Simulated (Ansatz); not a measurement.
# Se: pressure and energy less free atoms against volume per atom

Periodic Kohn-Sham DFT of a crystal at fixed atoms; pressure and stress are positive in compression; the energy is the free energy less that of spherical unpolarised free atoms; site moments are those in the method's own spheres, positive along +z. The results are calculated, by Ansatz 0.2.0.

Cell of the first row (space group Pm-3m, No. 221):
```
Se
1.0
      2.7929     0.0000     0.0000
      0.0000     2.7929     0.0000
      0.0000     0.0000     2.7929
Se
1
Direct
  0.00000 0.00000 0.00000
```

Settings of every row: method all-electron LAPW; functional PBE; relativity scalar; k mesh 17x17x17; filling fermi-dirac; smearing width 0.05 eV; basis error target 0.5 meV/atom; nucleus gaussian.

Atom start moment: 0 on all atoms.

Limits: the cell comes from a prototype or a list of computed structures and needn't be the stable phase.

```csv
row,volume per atom (Å³),pressure (GPa),energy less free atoms (eV/atom)
1,21.785,3.133,-3.3048
2,22.239,?,?
3,22.693,0.009,-3.3133
4,23.147,-1.31,-3.3115
5,23.601,-2.489,-3.306
```

Question: what pressure and energy less free atoms should row 2 give?

Worked fit of pressure. Take u = (V_r/V)^(2/3) − 1 with V_r = 22.92 Å³ an atom, which is twice the finite (Eulerian) strain; such expansions in the strain, on which the Birch-Murnaghan equation of state is built, carry the rest volume and the bulk modulus. The shown rows have u = 0.03444, 0.00666, -0.00655, -0.01933. Least squares give pressure = −0.6694 + 99.968 × u + 302.97 × u² GPa; a straight line predicts inner rows, each left out in turn, worse (root mean square 0.13 against 0.0024 GPa). The rows lie off it by 0.000, -0.001, 0.001, 0.000. The pressure vanishes at u = 0.0066, or V = 22.7 Å³ an atom, and there the bulk modulus at fixed shape and fractions is B = −V dP/dV = (2/3)(1 + u) dP/du = 69.8 GPa. The withheld row has u = 0.02031, so the fit gives −0.6694 + 99.968 × (0.02031) + 302.97 × (0.02031)² = 1.486 GPa.

The calculation gave 1.484 GPa. The fit lies 0.002 GPa (0.036 % of the column's range) above it; its largest miss of a shown row is 0.001 GPa.

Worked fit of energy less free atoms. Take u = (V_r/V)^(2/3) − 1 with V_r = 22.92 Å³ an atom, which is twice the finite (Eulerian) strain; such expansions in the strain, on which the Birch-Murnaghan equation of state is built, carry the rest volume and the bulk modulus. The shown rows have u = 0.03444, 0.00666, -0.00655, -0.01933. Least squares give energy less free atoms = −3.31286 − 0.1427 × u + 10.946 × u² eV/atom; a straight line predicts inner rows, each left out in turn, worse (root mean square 0.0048 against 8.2e-05 eV/atom). All shown rows lie on it to the printed digit. Its lowest point lies at u = 0.0065, or V = 22.7 Å³ an atom, and the curvature there gives the bulk modulus at fixed shape and fractions, B = (4/9)(1 + u)² E″(u)/V = 69.6 GPa. The withheld row has u = 0.02031, so the fit gives −3.31286 − 0.1427 × (0.02031) + 10.946 × (0.02031)² = -3.3112 eV/atom.

The calculation gave -3.3113 eV/atom. The fit lies 0.0001 eV/atom (1.2 % of the column's range) above it, one unit of the last digit.
